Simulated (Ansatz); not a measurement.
Runs of Ansatz 0.2.0 on Rh. The structure is cubic, space group Fm-3m (No. 225). Conventional cell: a = 3.796 Å, b = 3.796 Å, c = 3.796 Å, α = 90.00°, β = 90.00°, γ = 90.00°. Rh (site symmetry m-3m) is surrounded by 12 Rh at 2.68 Å. 

| task | level | cell | k mesh | cutoff (eV) | smearing | basis error allowed | gap on the mesh (eV) | pressure (GPa) | relaxed volume (Å³/atom) |
| --- | --- | --- | --- | --- | --- | --- | --- | --- | --- |
| band structure | RPBE | as given | 12 × 12 × 12 | 278 | fermi-dirac 0.05 eV | 0.001 eV/atom | - | (b) | - |
| relaxation of cell and atoms | PBEsol+D3(BJ) | relaxed | 12 × 12 × 12 | - | fermi-dirac 0.05 eV | 0.001 eV/atom | - | 0.0 | (a) |
| single point | PBE | as given | 8 × 8 × 8 | 247 | fermi-dirac 0.03 eV | 0.003 eV/atom | none | 8.2 | - |
| single point | PBE | as given | 12 × 12 × 12 | 278 | gaussian 0.02 eV | 0.001 eV/atom | none | 7.2 | - |
| relaxation of cell and atoms | revPBE+D3(BJ) | relaxed | 12 × 12 × 12 | - | fermi-dirac 0.05 eV | 0.001 eV/atom | - | 0.0 | 13.45 |

Alike in all rows: potentials or basis all-electron LAPW, scalar-relativistic; no spin polarisation.

**Question.** Fill in the values left out.

**Answer.** (a) 13.17; (b) 12.0.

Caveats: the k mesh is thin for a metal, which can move the energy by tens of meV per atom (some runs).

A k mesh can miss the band edges, and the runs leave out spin-orbit coupling on Rh.

A gap of «none» marks a metal or a gap under the smearing width.
